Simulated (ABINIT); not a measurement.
# Rh (Fm-3m) in ABINIT: further runs, part 2 of 2

ABINIT 10.8.3 (patched build). Earlier steps stand in the parts before.

## Step 3: Band structure, PW91

Input file run.abi:

```
# Datasets: ground state, then fixed potential
ndtset 2

# Pseudopotentials
pp_dirpath "./"
pseudos "Rh.GGA_PBE-JTH.xml"

# Structure
acell 3*1.0 Angstrom
rprim
     0.0000000000     1.8978500000     1.8978500000
     1.8978500000     0.0000000000     1.8978500000
     1.8978500000     1.8978500000     0.0000000000
ntypat 1
znucl 45
natom 1
typat 1
xred
     0.0000000000     0.0000000000     0.0000000000

# Plane-wave basis
ecut 20.0
pawecutdg 40.0

# Exchange and correlation
ixc -109134

# Bands and occupations
occopt 3
tsmear 0.00183747

# SCF cycle
nstep 100

# Output
iomode 3
prtwf 0
prteig 0
prtebands 0
prtden1 1
prtvha1 1
prtvclmb1 1
prtpot1 1

# Dataset 1
kptopt1 1
ngkpt1 12 12 12
nshiftk1 1
shiftk1 0.0 0.0 0.0
nband1 13
tolvrs1 1.0e-9

# Dataset 2: bands along G-X-W-K-G-L-U-W-L-K
iscf2 -2
getden2 1
nband2 17
nbdbuf2 2
tolwfr2 1.0e-12
kptopt2 -9
ndivsm2 8
prteig2 1
prtvol2 -3
kptbounds2
     0.0000000000     0.0000000000     0.0000000000
     0.5000000000     0.0000000000     0.5000000000
     0.5000000000     0.2500000000     0.7500000000
     0.3750000000     0.3750000000     0.7500000000
     0.0000000000     0.0000000000     0.0000000000
     0.5000000000     0.5000000000     0.5000000000
     0.6250000000     0.2500000000     0.6250000000
     0.5000000000     0.2500000000     0.7500000000
     0.5000000000     0.5000000000     0.5000000000
     0.3750000000     0.3750000000     0.7500000000
```

Potentials or basis: JTH PAW PBE v2.0.

On the command line:

```console
abinit run.abi > log 2>&1
```

Run time: 38 s. Hardware: 1 thread of Arm Neoverse V1, shared host; peak memory 0.11 GiB.

The run converged. Its results:

- Free energy: -3034.3891 eV
- Pressure: 7.9 GPa
- Band gap on the k mesh: none (metal or under the smearing width)
- Valence electrons inside the program's atomic spheres: Rh 14.90 (radii [1.1708] Å)

Levels at the corners of the path, in eV from the Fermi level:
```
point  band 6  band 7  band 8  band 9  band 10  band 11
    Γ   -3.13   -3.13   -3.13   -1.03    -1.03    15.97
    X   -6.01    0.52    0.98    0.98     3.28    12.31
    W   -3.84   -3.84   -1.24    0.98     9.67     9.67
    K   -4.81   -2.09   -0.72    0.36     7.91     8.62
    Γ   -3.13   -3.13   -3.13   -1.03    -1.03    15.97
    L   -3.21   -3.21    0.55    0.55     0.75     8.67
    U   -4.81   -2.09   -0.72    0.36     7.91     8.62
    W   -3.84   -3.84   -1.24    0.98     9.67     9.67
    L   -3.21   -3.21    0.55    0.55     0.75     8.67
    K   -4.81   -2.09   -0.72    0.36     7.91     8.62
```

Caveat: the PAW data sets were made with another functional, which shifts forces and pressure a little.

## Step 4: Equation of state, BLYP+D3

Input file run.abi:

```
# Datasets: one volume each
ndtset 7
getwfk -1
scalecart1 3*0.9795861087
scalecart2 3*0.9864848297
scalecart3 3*0.9932883884
scalecart4 3*1.0000000000
scalecart5 3*1.0066227096
scalecart6 3*1.0131594038
scalecart7 3*1.0196128224

# Pseudopotentials
pp_dirpath "./"
pseudos "Rh.GGA_PBE-JTH.xml"

# Structure
acell 3*1.0 Angstrom
rprim
     0.0000000000     1.8978500000     1.8978500000
     1.8978500000     0.0000000000     1.8978500000
     1.8978500000     1.8978500000     0.0000000000
ntypat 1
znucl 45
natom 1
typat 1
xred
     0.0000000000     0.0000000000     0.0000000000

# Plane-wave basis
ecut 20.0
pawecutdg 40.0

# k points
kptopt 1
ngkpt 12 12 12
nshiftk 1
shiftk 0.0 0.0 0.0

# Exchange and correlation
ixc -106131
vdw_xc 6

# Bands and occupations
nband 13
occopt 3
tsmear 0.05 eV

# SCF cycle
nstep 100
tolvrs 1.0e-9

# Output
iomode 3
prtwf 1
prtden 0
prteig 0
prtebands 0
enunit 1
```

On the command line:

```console
abinit run.abi > log 2>&1
```

It took 97 s on 1 thread of Arm Neoverse V1, shared host; peak memory 0.13 GiB.

Results (log left out):

| Quantity | Value |
| --- | --- |
| Equilibrium volume | 13.87 Å³/atom |
| Bulk modulus | 266 GPa |
| Pressure derivative of the bulk modulus | 4.6 |

Energy against volume, from the lowest point:
| volume (Å³/atom) | energy (meV/atom) |
| --- | --- |
| 12.851 | 71.62 |
| 13.125 | 36.81 |
| 13.398 | 14.09 |
| 13.671 | 2.12 |
| 13.945 | 0.00 |
| 14.218 | 6.63 |
| 14.492 | 20.88 |

Caveat: pressures at fixed basis lie under the slope of the energies; the PAW data sets were made with another functional, which shifts forces and pressure a little.

## Step 5: Equation of state, revPBE+D3

Input file run.abi:

```
ndtset 7
getwfk -1
scalecart1 3*0.9795861087
scalecart2 3*0.9864848297
scalecart3 3*0.9932883884
scalecart4 3*1.0000000000
scalecart5 3*1.0066227096
scalecart6 3*1.0131594038
scalecart7 3*1.0196128224

pp_dirpath "./"
pseudos "Rh.GGA_PBE-JTH.xml"

acell 2.6839652093 2.6839652093 2.6839652093 Angstrom
rprim
     0.0000000000     0.7071067812     0.7071067812
     0.7071067812     0.0000000000     0.7071067812
     0.7071067812     0.7071067812     0.0000000000
ntypat 1
znucl 45
natom 1
typat 1
xred
     0.0000000000     0.0000000000     0.0000000000

ecut 20.0
pawecutdg 40.0

kptopt 1
ngkpt 12 12 12
nshiftk 1
shiftk 0.0 0.0 0.0

ixc 14
vdw_xc 6

nband 13
occopt 3
tsmear 0.00183747

nstep 100
tolvrs 1.0e-9

iomode 3
prtwf 1
prtden 0
prteig 0
prtebands 0
enunit 1
```

On the command line:

```console
abinit run.abi > log 2>&1
```

Wall time 91 s (1 thread of Arm Neoverse V1, shared host); peak memory 0.13 GiB.

The run converged. Its results:

| Property | Result |
| --- | --- |
| Equilibrium volume | 13.46 Å³/atom |
| Bulk modulus | 284 GPa |
| Pressure derivative of the bulk modulus | 4.6 |

Energy against volume, from the lowest point:
```csv
volume (Å³/atom),energy (meV/atom)
12.851,25.99
13.125,7.35
13.398,0.00
13.671,2.65
13.945,14.43
14.218,34.28
14.492,61.13
```

Caveat: pressures at fixed basis lie under the slope of the energies; the PAW data sets were made with another functional, which shifts forces and pressure a little.

## Step 6: Equation of state, PBEsol+D3

Input file run.py:

```python
import json, os
import numpy as np
from ase.eos import EquationOfState
from ase.units import GPa
from ase.calculators.mixing import SumCalculator
from dftd3.ase import DFTD3
from ase.calculators.abinit import Abinit, AbinitProfile
from ase import Atoms

atoms = Atoms(['Rh'],
              cell=[[0.0, 1.89785, 1.89785], [1.89785, 0.0, 1.89785], [1.89785, 1.89785, 0.0]],
              scaled_positions=[[0.0, 0.0, 0.0]],
              pbc=True)

profile = AbinitProfile(command='abinit', pp_paths=[os.path.abspath('pseudos')])
params = dict(
    pps='pawxml', xc='PBE',
    ecut=544.2277,
    pawecutdg=1088.4554,
    kptopt=1,
    ngkpt=[12, 12, 12],
    nshiftk=1,
    shiftk=[0.0, 0.0, 0.0],
    ixc=-116133,
    nband=13,
    occopt=3,
    tsmear=0.05,
    nstep=100,
    tolvrs=1e-09,
    prtwf=0,
    prtden=0,
)

cell0 = atoms.cell.copy()
volumes, energies = [], []
for i, x in enumerate([0.94, 0.96, 0.98, 1.0, 1.02, 1.04, 1.06]):
    atoms.set_cell(cell0 * x ** (1 / 3), scale_atoms=True)
    atoms.calc = SumCalculator([Abinit(profile=profile, directory=f'v{i}', **params), DFTD3(method='pbesol', damping='d3zero')])
    volumes.append(atoms.get_volume() / len(atoms))
    dft, disp = atoms.calc.mixer.calcs
    energies.append((dft.get_property('free_energy', atoms) + disp.get_property('energy', atoms)) / len(atoms))
    print(f'{x:5.2f} {volumes[-1]:10.5f} A^3/atom {energies[-1]:14.6f} eV/atom', flush=True)
    json.dump(dict(volumes=volumes, energies=energies), open('results.json', 'w'))
v0, e0, b0 = EquationOfState(volumes, energies, eos='vinet').fit()
print(f'V0 {v0:.4f} A^3/atom  E0 {e0:.6f} eV/atom  B0 {b0 / GPa:.2f} GPa')
```

Potentials or basis: JTH PAW PBE v2.0.

On the command line:

```console
python run.py
```

It took 2.5 min on 1 thread of Arm Neoverse V1, shared host; peak memory 0.12 GiB.

It converged, with:

| Quantity | Value |
| --- | --- |
| Equilibrium volume | 13.21 Å³/atom |
| Bulk modulus | 317 GPa |
| Pressure derivative of the bulk modulus | 5.3 (rough: it moves with the points fitted) |

Energy against volume, from the lowest point:
```csv
volume (Å³/atom),energy (meV/atom)
12.851,10.12
13.125,0.00
13.398,2.90
13.671,14.94
13.945,35.84
14.218,65.60
14.492,101.59
```

Caveat: pressures at fixed basis lie under the slope of the energies; the log and the count of SCF iterations are those of the last ABINIT call alone; the PAW data sets were made with another functional, which shifts forces and pressure a little.

## Step 7: Equation of state, PBEsol

Edit run.abi of step 5 so:

```diff
@@ -1 +1,2 @@
+# Datasets: one volume each
 ndtset 7
@@ -10,2 +11,3 @@
 
+# Pseudopotentials
 pp_dirpath "./"
@@ -13,3 +15,4 @@
 
-acell 2.6839652093 2.6839652093 2.6839652093 Angstrom
+# Structure
+acell 5.0719591737 5.0719591737 5.0719591737
 rprim
@@ -25,5 +28,7 @@
 
-ecut 20.0
-pawecutdg 40.0
+# Plane-wave basis
+ecut 15.0
+pawecutdg 30.0
 
+# k points
 kptopt 1
@@ -33,5 +38,6 @@
 
-ixc 14
-vdw_xc 6
+# Exchange and correlation
+ixc -116133
 
+# Bands and occupations
 nband 13
@@ -40,2 +46,3 @@
 
+# SCF cycle
 nstep 100
@@ -43,2 +50,3 @@
 
+# Output
 iomode 3
```

On the command line:

```console
abinit run.abi > log 2>&1
```

Wall time 62 s (1 thread of Arm Neoverse V1, shared host); peak memory 0.12 GiB.

It converged, with:

```yaml
Equilibrium_volume: 13.51 Å³/atom
Bulk_modulus: 293 GPa
Pressure_derivative_of_the_bulk_modulus: "5.7 (rough: it moves with the points fitted)"
```

Energy against volume, from the lowest point:
```tsv
volume (Å³/atom)	energy (meV/atom)
12.851	32.14
13.125	9.80
13.398	0.00
13.671	0.90
13.945	10.93
14.218	29.20
14.492	54.78
```

Caveat: pressures at fixed basis lie under the slope of the energies; the PAW data sets were made with another functional, which shifts forces and pressure a little.

## Step 8: Summary

| task | level | cutoff (eV) | dispersion computed by | fine-grid cutoff | V0 of scaled cells (Å³/atom) | B0 (GPa) |
| --- | --- | --- | --- | --- | --- | --- |
| equation of state | PW91+D4 | 544 | dftd4 4.3.1 | 1088.46 eV | 13.72 | 287 |
| band structure | PW91 | 544 | - | 1088.46 eV | - | - |
| equation of state | BLYP+D3 | 544 | - | 1088.46 eV | 13.87 | 266 |
| equation of state | revPBE+D3 | 544 | - | 1088.46 eV | 13.46 | 284 |
| equation of state | PBEsol+D3 | 544 | simple-dftd3 1.7.0 | 1088.46 eV | 13.21 | 317 |
| equation of state | PBEsol | 408 | - | 816.342 eV | 13.51 | 293 |

Alike in all rows: potentials or basis JTH PAW PBE v2.0; no spin polarisation; cell as given; k mesh 12 × 12 × 12; smearing fermi-dirac 0.05 eV.

Caveats: the PAW data sets were made with another functional, which shifts forces and pressure a little; pressures at fixed basis lie under the slope of the energies (some runs).

Absolute energies hang on the potentials; compare differences alone.

## Step 9: Against experiment

Step 2. Measured bulk modulus of Rh: 264 GPa (quoted in “Thermal equation of state of rhodium characterized by XRD in a resistively heated diamond anvil cell”, 2024, pmc:11535440). This calculation gives 287 GPa (+8.6 %). The fit is for a static lattice scaled at fixed shape and fixed fractional positions.

Step 4. Measured bulk modulus of Rh: 264 GPa (quoted in “Thermal equation of state of rhodium characterized by XRD in a resistively heated diamond anvil cell”, 2024, pmc:11535440). This calculation gives 266 GPa (+0.9 %). The fit is for a static lattice scaled at fixed shape and fixed fractional positions.

Step 5. Measured bulk modulus of Rh: 264 GPa (quoted in “Thermal equation of state of rhodium characterized by XRD in a resistively heated diamond anvil cell”, 2024, pmc:11535440). This calculation gives 284 GPa (+7.5 %). The fit is for a static lattice scaled at fixed shape and fixed fractional positions.

Step 6. Measured bulk modulus of Rh: 264 GPa (quoted in “Thermal equation of state of rhodium characterized by XRD in a resistively heated diamond anvil cell”, 2024, pmc:11535440). This calculation gives 317 GPa (+20.1 %). The fit is for a static lattice scaled at fixed shape and fixed fractional positions.

Step 7. A measured bulk modulus of Rh is 264 GPa (quoted in “Thermal equation of state of rhodium characterized by XRD in a resistively heated diamond anvil cell”, 2024, pmc:11535440); the calculated 293 GPa misses it by +11.0 %. The fit is for a static lattice scaled at fixed shape and fixed fractional positions.
